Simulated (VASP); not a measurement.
## VH2: single point with LDA

VH2:

```
V H
1.0
     0.00000    2.13550    2.13550
     2.13550    0.00000    2.13550
     2.13550    2.13550    0.00000
V H
1 2
Direct
  0.00000 0.00000 0.00000
  0.25000 0.25000 0.25000
  0.75000 0.75000 0.75000
```

```json
{
 "Program": "VASP 6.6.1",
 "Task": "single point",
 "Functional": "LDA",
 "Potentials or basis": "VASP PAW LDA potentials, release 64 (V_sv, H)",
 "Cutoff": "520 eV",
 "k mesh": "11 × 11 × 11",
 "Occupations": "fermi-dirac, width 0.05 eV",
 "Spin": "collinear spin, typed start",
 "Starting moments": "[1.5, 0.0, 0.0] μB"
}
```

```
Pressure                                              : -16.0 GPa
Band gap on the k mesh                                : none (metal or under the smearing width)
Net moment                                            : 0.00 μB per cell
Valence electrons inside the program's atomic spheres : V 11.61; H 0.58
```

Levels at points of the mesh, in eV from the Fermi level:
Spin up:
```
           k point  band 5  band 6  band 7  band 8  band 9  band 10  band 11  band 12
(0.00, 0.00, 0.00)  -11.20   -0.97   -0.97   -0.97    0.72     0.72     1.35    15.93
```
Spin down:
```tsv
k point	band 6	band 7	band 8	band 9	band 10	band 11
(0.00, 0.00, 0.00)	-0.97	-0.97	-0.97	0.72	0.72	1.35
```

Run time: 14 s on 1 thread of Intel(R) Xeon(R) 6975P-C (Granite Rapids) (shared host), peak memory 0.15 GiB.

Caveat: so large a pressure means that the cell lies far from this level's equilibrium, or that cutoff or potentials fall short.
